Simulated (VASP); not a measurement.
The system is SnS.

```
Sn S
1.0
    11.20000    0.00000    0.00000
     0.00000    3.98700    0.00000
     0.00000    0.00000    4.33400
Sn S
4 4
Direct
  0.11913 0.25000 0.11735
  0.38087 0.75000 0.61735
  0.61913 0.25000 0.38265
  0.88087 0.75000 0.88265
  0.85280 0.25000 0.47657
  0.64720 0.75000 0.97657
  0.35280 0.25000 0.02343
  0.14720 0.75000 0.52343
```

Base run:

```yaml
Program: VASP 6.6.1
Functional: PBE
Potentials_or_basis: VASP PAW PBE potentials, release 64 (Sn_d, S)
Cutoff: 520 eV
k_mesh: 3 × 7 × 7
Occupations: fermi-dirac, width 0.02 eV
Spin: no spin polarisation
```

Its results: band gap on the k mesh 0.82 eV, indirect (least direct gap 0.97 eV); pressure 1.7 GPa; largest force 0.019 eV/Å.

Task: The run is repeated on the same cell with these changes: k mesh from 3 × 7 × 7 to 3 × 7 × 7, shifted; further incar settings from ALGO = Fast; EDIFF = 1e-06; NBANDS = 50 to ALGO = Fast; EDIFF = 1e-08; NBANDS = 50. What comes out?

Result: Band gap on the k mesh 1.18 eV, indirect (least direct gap 1.43 eV); pressure 1.7 GPa; largest force 0.022 eV/Å.

Caveats: spin-orbit coupling is left out, which moves the levels of the heavy elements; an odd mesh through Γ misses points on the zone boundary, where band edges often lie (some runs).
